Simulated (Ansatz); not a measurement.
## Ti: strain energy, fitted

Ti, P6/mmm, a = 4.515 Å, c = 2.799 Å. This isn't the element's structure at ambient conditions. Ansatz: PBEsol, PAW, 420 eV, Γ-centred 12×12×18 mesh on 3 atoms, Gaussian smearing 0.10 eV; no spin polarisation. Series: strain along c alone, the other axes held, atoms fixed by symmetry; x is the strain in per cent. y is the free energy over the unstrained cell, V0 = 16.472 Å³/atom.

```tsv
x (%)	y (meV/atom)
-3.0	?
-2.0	5.61
-1.0	1.39
0.0	0.00
1.0	1.28
2.0	5.08
3.0	11.26
```

Problem. Fit y = c2 x² + c3 x³ to the other rows, turn c2 into a modulus, and predict the missing energy.

Solution. Least squares on the rows shown. y = 1.340 x² − 0.03028 x³. In eV per unit strain² c2 is 13.40; this is C33 with relaxed ions (E = ½ C33 V0 ε²): 2 × 13.40 × 160.2 / (16.472) = 261 GPa. At x = -3.0 the fit asked for gives 12.88 meV/atom. The run gave 12.81 meV/atom, so the fit is 0.07 meV/atom too high, a small miss on the scale of the series.